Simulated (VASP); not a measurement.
# BAs: optical spectrum of independent particles, by functional and spin-orbit coupling

BAs, F-43m (no. 216), 2 atoms in the cell.

| Functional | Spin-orbit coupling | ε at zero frequency, electronic | Mean energy of the absorption, weighted by Im ε (eV) | Refractive index at 633 nm | Refractive index at 1064 nm | Direct gap on the mesh (eV) | Time (s) |
|---|---|---|---|---|---|---|---|
| PBE | no | 10.46 | 6.67 | 3.47 | 3.31 | 3.28 | 5.3 |
| LDA | no | 10.59 | 6.62 | 3.50 | 3.33 | 3.25 | 4.9 |
| PBEsol | no | 10.69 | 6.60 | 3.52 | 3.35 | 3.24 | 6.2 |
| r2SCAN | no | 9.60 | 7.10 | 3.29 | 3.16 | 3.44 | 35 |
| TB-mBJ | no | 8.83 | 7.27 | 3.13 | 3.02 | 3.79 | 45 |
| AM05 | no | 10.58 | 6.63 | 3.50 | 3.33 | 3.23 | 14 |
| PBE | yes | 10.47 | 6.67 | 3.47 | 3.31 | 3.07 | 49 |
| TB-mBJ | yes | 8.83 | 7.26 | 3.13 | 3.02 | 3.60 | 193 |

Limits: The 8×8×8 mesh is coarse for a spectrum: peaks stand apart that a denser mesh merges; the pull between electron and hole is left out; rows 1, 2, 3, 4, 6, 7: the onset follows the functional's gap, which semilocal functionals usually make too small.

## Input of the first row

INCAR:
```
SYSTEM = BAs
ALGO     = Normal         ! electronic algorithm
CSHIFT   = 0.1          
EDIFF    = 1E-7           ! SCF threshold, eV
ENCUT    = 370            ! plane-wave cutoff, eV
GGA      = PE             ! functional
ISMEAR   = 0              ! smearing method
KPAR     = 4            
LASPH    = .TRUE.         ! aspherical terms in the spheres
LCHARG   = .FALSE.        ! write CHGCAR
LOPTICS  = .TRUE.         ! frequency-dependent dielectric function
LWAVE    = .TRUE.         ! write WAVECAR
NBANDS   = 20             ! bands
NEDOS    = 2000           ! points of the DOS
PREC     = Accurate       ! precision mode
SIGMA    = 0.02           ! smearing width, eV
```

KPOINTS:
```
k-points
0
Gamma
  8 8 8
```

POSCAR:
```
BAs
1.0
    0.0000000000      2.3885000000      2.3885000000
    2.3885000000      0.0000000000      2.3885000000
    2.3885000000      2.3885000000      0.0000000000
As B
1 1
Direct
    0.7500000000      0.7500000000      0.7500000000
    0.0000000000      0.0000000000      0.0000000000
```

Commands:
```
cat potpaw_PBE.64/As/POTCAR potpaw_PBE.64/B/POTCAR > POTCAR
mpirun -np 4 vasp_std > vasp.out
```

Changes of row 7 against the first:
```
- NBANDS = 20
+ NBANDS = 40
+ LSORBIT = True
+ MAGMOM = 6*0
+ GGA_COMPAT = False
- vasp_std
+ vasp_ncl
```

VASP 6.6.1 took 5.3 s on 4 cores (AMD EPYC 7R43 (Zen 3)), a shared host.
